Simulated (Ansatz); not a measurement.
7 guesses for Sn2Ge3 and where they end

All numbers below come from DFT PBE, scalar-relativistic, plane waves, PAW in Ansatz. All cells share a 420 eV cutoff and Γ-centred k meshes spaced at most about 0.3 Å⁻¹ (about 0.25 or finer for metals, 2π included). No spin polarisation in the final relaxations.

Each guess was relaxed in cell and atoms at zero pressure, within the symmetry of its start. These are static total energies at zero pressure. Coordination counts Ge atoms around Sn (those within 1.25 times the shortest such distance or 1.15 times the sum of covalent radii; a plus sign parts nearer from farther groups; the shortest distance is added where it is long for a bond). For orderings, «n of Z unlike» gives the unlike atoms among the Z nearest shared sites at the start, averaged over those sites.

```tsv
guess	made from	start group	V start (Å³/atom)	end group	V end (Å³/atom)	coordination at the end	gap on mesh (eV)	E over the lowest end (meV/atom)
1	Sn/Ge on fcc sites, 2.4 of 12 unlike	R-3m	22.8	R-3m	23.2	Sn 3 from 3.2 Å	0	23
2	random cell	P6/mmm	27.3	?	?	?	?	?
3	random cell	P4/mmm	25.9	P4/mmm	25.0	Sn 4 from 3.1 Å	0	168
4	Sn/Ge on fcc sites, 3.2 of 12 unlike	Fmmm	22.8	Fmmm	22.9	Sn 4 from 3.2 Å	0	0
5	Sn/Ge on fcc sites, 6.4 of 12 unlike	I4/mmm	22.8	I4/mmm	22.7	Sn 8+1 from 3.1 Å	0	1
6	random cell	P6/mmm	24.3	P6/mmm	34.6	Sn 1	0	471
7	random cell	P6/mmm	22.0	P6/mmm	28.5	Sn 6 from 3.2 Å	0	79
```

Guess 2 as it starts:

```cif
data_structure
_symmetry_space_group_name_H-M 'P 1'
_symmetry_Int_Tables_number 1
_cell_length_a 7.3053
_cell_length_b 7.3053
_cell_length_c 5.9086
_cell_angle_alpha 90.000
_cell_angle_beta 90.000
_cell_angle_gamma 120.000
_cell_volume 273.08
loop_
_atom_site_label
_atom_site_type_symbol
_atom_site_fract_x
_atom_site_fract_y
_atom_site_fract_z
_atom_site_occupancy
Sn1 Sn 0.33333 0.66667 0.23435 1
Sn2 Sn 0.66667 0.33333 0.23435 1
Sn3 Sn 0.66667 0.33333 0.76565 1
Sn4 Sn 0.33333 0.66667 0.76565 1
Ge1 Ge 0.38221 0.00000 0.50000 1
Ge2 Ge 0.00000 0.38221 0.50000 1
Ge3 Ge 0.61779 0.61779 0.50000 1
Ge4 Ge 0.61779 0.00000 0.50000 1
Ge5 Ge 0.00000 0.61779 0.50000 1
Ge6 Ge 0.38221 0.38221 0.50000 1
```

Task: Fill in the missing row: what does this guess relax into, and where does it rank?

Result: It ends in space group P6/mmm (No. 191), with a = 8.015 Å, c = 6.277 Å, 34.9 Å³/atom and no gap. It lies 177 meV/atom over the lowest end, above guess 3 and below guess 6. Counting Ge atoms around Sn, this end has Sn 6 from 3.1 Å and the lowest (guess 4) has Sn 4 from 3.2 Å.

```cif
data_structure
_symmetry_space_group_name_H-M 'P6/mmm'
_symmetry_Int_Tables_number 191
_cell_length_a 8.0151
_cell_length_b 8.0151
_cell_length_c 6.2774
_cell_angle_alpha 90.000
_cell_angle_beta 90.000
_cell_angle_gamma 120.000
_cell_volume 349.24
loop_
_atom_site_label
_atom_site_type_symbol
_atom_site_symmetry_multiplicity
_atom_site_Wyckoff_symbol
_atom_site_fract_x
_atom_site_fract_y
_atom_site_fract_z
_atom_site_occupancy
Sn1 Sn 4 h 0.33333 0.66667 0.24497 1
Ge1 Ge 6 k 0.33029 0.00000 0.50000 1
```

The zero of energy is the elements' standard structures at the same level; no fitted shifts are applied. The references include grey tin.

Task: Is the lowest end bound against the elements?

Result: No: its formation energy is +0.23 eV/atom. A positive value: parting into the elements would lower its energy.

The k mesh leaves some 4 meV/atom of noise in the energy of each metallic cell. Cells relaxed within their symmetry can be saddle points. A lower structure may well exist outside this small set. Some structure types and database cells were kept out of the candidates from the start, so a known form may be missing.
